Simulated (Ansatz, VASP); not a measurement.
**Ti in VASP and in Ansatz**

```xyz
1
Lattice="-1.6410 1.6410 1.6410 1.6410 -1.6410 1.6410 1.6410 1.6410 -1.6410" Properties=species:S:1:pos:R:3 pbc="T T T"
Ti    0.0000    0.0000    0.0000
```

This isn't the form of Ti at room conditions, which is hcp.

Alike in both runs: task single point; functional PBE; k mesh 14 × 14 × 14; occupations fermi-dirac, width 0.05 eV; no spin polarisation.

|  | VASP | Ansatz |
| --- | --- | --- |
| version | VASP 6.6.1 | Ansatz 0.2.0 |
| potentials or method | VASP PAW PBE potentials, release 64 (Ti_sv), cutoff 520 eV | all-electron LAPW, scalar-relativistic |

```tsv
	VASP	Ansatz	Ansatz less VASP
pressure (GPa)	-2.6	-2.4	+0.21
```

Ansatz ran all-electron here, so the differences hold the error of VASP's frozen core and of both bases.
